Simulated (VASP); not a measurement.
## Hf under changes of volume

One of the cells (22.377 Å³/atom); the others are scaled copies at fixed shape and fractional positions:

```
Hf
1.0
     4.99519    0.00000    0.00000
    -2.49760    4.32596    0.00000
     0.00000    0.00000    3.10667
Hf
3
Direct
  0.00000 0.00000 0.00000
  0.33333 0.66667 0.50000
  0.66667 0.33333 0.50000
```

This isn't the form of Hf at room conditions, which is hcp.

- Program: VASP 6.6.1
- Functional: PBEsol
- Potentials or basis: VASP PAW PBE potentials, release 64 (Hf_pv)
- Cutoff: 520 eV
- k mesh: 6 × 6 × 9
- Occupations: fermi-dirac, width 0.05 eV
- Spin: no spin polarisation

```csv
volume (Å³/atom),energy over the lowest point (meV/atom),pressure (GPa)
20.622,8.61,4.2
21.061,?,?
21.500,0.00,-0.9
22.377,16.50,-5.1
22.816,32.88,-6.9
23.255,54.06,-8.6
```

**Question.** What does the run at 21.061 Å³/atom give?

**Answer.** Energy over the lowest point 0.88 meV/atom; pressure 1.5 GPa.

Worked out: A Birch-Murnaghan fit of order 3 (a polynomial in V^(-2/3)) to the other rows has its minimum at 21.34 Å³/atom with B0 = V·E''(V) = 115 GPa and B' = 3.3 at fixed shape and positions, which overstates the stiffness. It gives 0.88 meV/atom at 21.061 Å³/atom, against the run's 0.88, and -dE/dV = 1.5 GPa, against 1.5.

Energies are extrapolated to zero smearing.

Caveats: the PAW data sets were made with another functional, which shifts forces and pressure a little.
